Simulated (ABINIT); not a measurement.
Crystal: Os.

```
Os
1.0
     2.73410    0.00000    0.00000
    -1.36705    2.36780    0.00000
     0.00000    0.00000    4.31970
Os
2
Direct
  0.66667 0.33333 0.75000
  0.33333 0.66667 0.25000
```

Base run:

* Program: ABINIT 10.8.3 (patched build)
* Functional: BP86
* Potentials or basis: JTH PAW PBE v2.0
* Cutoff: 408 eV
* k mesh: 11 × 11 × 6
* Occupations: fermi-dirac, width 0.05 eV
* Spin: spin-orbit coupling, no magnetisation

Its results: band gap on the k mesh none (metal or under the smearing width); pressure 11.5 GPa.

**Question.** After a change of settings the same cell gave: band gap on the k mesh none (metal or under the smearing width); pressure 12.9 GPa. Which change was it?
A. functional from BP86 to LDA; potentials or basis from JTH PAW PBE v2.0 to JTH PAW LDA v2.0
B. functional from BP86 to HCTH407
C. functional from BP86 to RPBE
D. functional from BP86 to LDA-Teter; potentials or basis from JTH PAW PBE v2.0 to JTH PAW LDA v2.0

**Answer.** C.

Caveats: the PAW data sets were made with another functional, which shifts forces and pressure a little.
